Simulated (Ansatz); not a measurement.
## Bi under changes of volume

One of the cells (34.026 Å³/atom); the others are scaled copies at fixed shape and fractional positions:

```xyz
2
Lattice="3.4886 -3.1326 0.0000 3.4886 3.1326 0.0000 -1.2602 0.0000 3.1136" Properties=species:S:1:pos:R:3 pbc="T T T"
Bi    4.1738    0.0000    2.6695
Bi    1.5432    0.0000    0.4440
```

This isn't the form of Bi at room conditions, which is rhombohedral.

* Program: Ansatz 0.2.0
* Functional: HSE06
* Potentials or basis: Ansatz PAW
* Cutoff: 420 eV (not typed: the program's choice for these potentials)
* k mesh: 4 × 4 × 6
* Occupations: fermi-dirac, width 0.05 eV
* Spin: no spin polarisation

```tsv
volume (Å³/atom)	energy over the lowest point (meV/atom)	pressure (GPa)	largest force (eV/Å)
31.984	?	?	?
32.665	0.00	0.3	0.155
33.345	1.17	-0.8	0.179
34.026	6.78	-1.8	0.202
34.706	16.31	-2.7	0.225
35.387	29.28	-3.4	0.248
36.067	45.23	-4.1	0.270
```

Question: What does the run at 31.984 Å³/atom give?

Answer: Energy over the lowest point 3.79 meV/atom; pressure 1.5 GPa; largest force 0.132 eV/Å.

Worked out: A Birch-Murnaghan fit of order 3 (a polynomial in V^(-2/3)) to the other rows has its minimum at 32.84 Å³/atom with B0 = V·E''(V) = 56 GPa and B' = 5.3 at fixed shape and positions, which overstates the stiffness. It gives 3.91 meV/atom at 31.984 Å³/atom, against the run's 3.79, and -dE/dV = 1.6 GPa, against 1.5.

Energies are extrapolated to zero smearing.

Caveats: the PAW data sets come from PBE, with cores solved anew for the run's functional, which leaves a small shift of forces and pressure; the thresholds are loose for stress.
